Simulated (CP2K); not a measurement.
Crystal: InP.

```
In P
1.0
     4.14435    0.00000    0.00000
     2.07218    3.58911    0.00000
     2.07218    1.19637    3.38385
In P
1 1
Direct
  0.00000 0.00000 0.00000
  0.75000 0.75000 0.75000
```

Base run:

| Property | Result |
| --- | --- |
| Program | CP2K 2026.2 |
| Functional | PBE |
| Potentials or basis | POTENTIAL_UZH In GTH-PBE-q13, P GTH-PBE-q5; TZVP-MOLOPT-PBE-GTH basis |
| Density cutoff | 6123 eV |
| k mesh | 8 × 8 × 8 |
| Occupations | fermi-dirac, width 0.05 eV |
| Spin | no spin polarisation |

Its results: band gap on the k mesh 0.69 eV, direct; pressure 3.9 GPa.

Problem. The run is repeated on the same cell with these changes: functional from PBE to PBEsol. What comes out?

Solution. Band gap on the k mesh 0.59 eV, direct; pressure 1.6 GPa.

PBEsol binds more tightly than PBE, so the same cell stands under less pressure.

Caveats: spin-orbit coupling is left out, which moves the levels of the heavy elements; the basis of atomic orbitals isn't converged, which shifts pressures, moduli and gaps; the potentials were made for another functional, which shifts forces and pressure (some runs).

Not every run made on this cell is shown here.
